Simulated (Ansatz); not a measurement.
A plane-wave DFT run in Ansatz 0.2.0 (scalar-relativistic PAW potentials unless the input names others): input and command.

```yaml
crystal:
  lattice:
    - [3.0509628979, -3.1268679901, 0.0]
    - [3.0509628979, 3.1268679901, 0.0]
    - [0.0, 0.0, 18.4449257244]
  atoms:
    - { symbol: In, position: [0.0695535409, 0.9304464591, 0.25] }
    - { symbol: In, position: [0.9304464591, 0.0695535409, 0.75] }
    - { symbol: In, position: [0.4307944855, 0.5692055145, 0.4089929568] }
    - { symbol: In, position: [0.5692055145, 0.4307944855, 0.9089929568] }
    - { symbol: In, position: [0.5692055145, 0.4307944855, 0.5910070432] }
    - { symbol: In, position: [0.4307944855, 0.5692055145, 0.0910070432] }
    - { symbol: Sb, position: [0.5662755255, 0.4337244745, 0.25] }
    - { symbol: Sb, position: [0.4337244745, 0.5662755255, 0.75] }
    - { symbol: Sb, position: [0.9318662986, 0.0681337014, 0.4246857344] }
    - { symbol: Sb, position: [0.0681337014, 0.9318662986, 0.9246857344] }
    - { symbol: Sb, position: [0.0681337014, 0.9318662986, 0.5753142656] }
    - { symbol: Sb, position: [0.9318662986, 0.0681337014, 0.0753142656] }
basis:
  ecutwfc: 420
kpoints:
  mp_grid: { grid: [8, 8, 2] }
hamiltonian:
  xc: pbe
scf:
  occupations: { method: gaussian, width: 0.1 }
  max_iter: 5
output:
  forces: true
  eigenvalues: true
  stress: true
```

```bash
ansatz run input.yaml --threads 1 --pin off --max-ram 2560MiB --backend cpu --events-out ev --progress --plain --runs-dir out
```

Abridged log:
```
Basis set: ecut = 420 eV, 6909 PW (Γ), exchange–correlation on 60×60×250 points (8 copies of the dense FFT grid, shifted against one another)
Bands: 101, of which v1, the nominal top of the filled ones, is band 84 counted from 1 (83 counted from 0)
Symmetry: 8 space group operations
k-points: 42 of 128
SCF iter   1: F=—  HF=-72494.133022 eV  |F-HF|=—  |Δ(HF+E_count)|=         —  Δρ=1.33e-3  dr2=1.81e-2  ethr=1.77e-3  ⟨swp⟩=6.5  Hψ=16144  notcnv=0  defer=59
SCF iter   2: F=—  HF=-72494.120430 eV  |F-HF|=—  |Δ(HF+E_count)|=   1.26e-2  Δρ=8.55e-4  dr2=7.46e-3  ethr=1.08e-5  ⟨swp⟩=2.0  Hψ=7561  notcnv=0  defer=76
SCF iter   3: F=—  HF=-72494.119638 eV  |F-HF|=—  |Δ(HF+E_count)|=   7.91e-4  Δρ=4.30e-4  dr2=1.30e-3  ethr=4.44e-6  ⟨swp⟩=7.1  Hψ=25478  notcnv=0
SCF iter   4: F=—  HF=-72494.119440 eV  |F-HF|=—  |Δ(HF+E_count)|=   1.99e-4  Δρ=2.57e-4  dr2=1.90e-4  ethr=7.71e-7  ⟨swp⟩=4.3  Hψ=18562  notcnv=0
SCF iter   5: F=—  HF=-72494.119332 eV  |F-HF|=—  |Δ(HF+E_count)|=   1.08e-4  Δρ=4.21e-5  dr2=1.12e-5  ethr=1.13e-7  ⟨swp⟩=3.7  Hψ=13603  notcnv=0
```

Q: What should be changed?

A: The fault is too few SCF iterations (scf.max_iter: not typed → 5, the first being the value of the sound run). Setting it back cures it. The log, from which this was withheld above, says: «Error: did not converge after 5 iterations: dr2 = 1.12e-5 (threshold 1.00e-7), under the density mixer `msr1`, which `scf.mixing.algorithm: auto` chose by the deck's other keys (type `scf.mixing.algorithm: msr1` to keep it); raise `scf.max_iter`, which need not help a stalled SCF, or adjust the mixing (`scf.mixing`) or, under a smearing, its width (`scf.occupations.width` …» The run stopped without converging. A reference run on usual settings, whose relaxation ended at this geometry, converged, and the end of its own relaxation has pressure 0.02 GPa, largest force 0.006 eV/Å, no gap on the mesh.

It took 40 s on 1 thread of Intel(R) Xeon(R) 6975P-C (Granite Rapids), with other jobs on the host, peak memory 1.2 GiB.